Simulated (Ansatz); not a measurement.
Runs of Ansatz 0.2.0 on Ge. It takes space group I4_1/amd (No. 141, tetragonal). Conventional cell: a = 5.149 Å, b = 5.149 Å, c = 2.795 Å, α = 90.00°, β = 90.00°, γ = 90.00°. Around Ge (site symmetry -4m2) lie 6 Ge at 2.67 to 2.79 Å. This isn't the form of Ge at room conditions, which is diamond.

```csv
task,level,potentials or basis,spin,cell,k mesh,cutoff (eV),pressure (GPa),relaxed volume (Å³/atom)
band structure,PBEsol,"all-electron LAPW, relativistic spinors","SOC, no magnetisation",as given,8 × 8 × 8,255,(b),-
band structure,LDA,"all-electron LAPW, relativistic spinors","SOC, no magnetisation",as given,8 × 8 × 8,255,-2.6,-
band structure,BLYP,"all-electron LAPW, scalar-relativistic",off,as given,11 × 11 × 11,255,9.7,-
relaxation of cell and atoms,PBEsol+D4,"all-electron LAPW, scalar-relativistic",off,relaxed,11 × 11 × 11,-,0.0,17.95
band structure,LDA,"all-electron LAPW, scalar-relativistic",off,as given,11 × 11 × 11,255,-2.4,-
relaxation of cell and atoms,PBEsol+D3(BJ),"all-electron LAPW, scalar-relativistic",off,relaxed,11 × 11 × 11,-,0.0,17.69
relaxation of cell and atoms,PBEsol,"all-electron LAPW, scalar-relativistic",off,relaxed,11 × 11 × 11,-,0.0,(a)
```

Alike in all rows: smearing fermi-dirac 0.05 eV; basis error allowed 0.001 eV/atom.

**Question.** Fill in the values left out.

**Answer.** (a) 18.39; (b) -0.7.

Caveats: the k mesh is thin for a metal, which can move the energy by tens of meV per atom (some runs).

Not every run made on this cell is shown here.
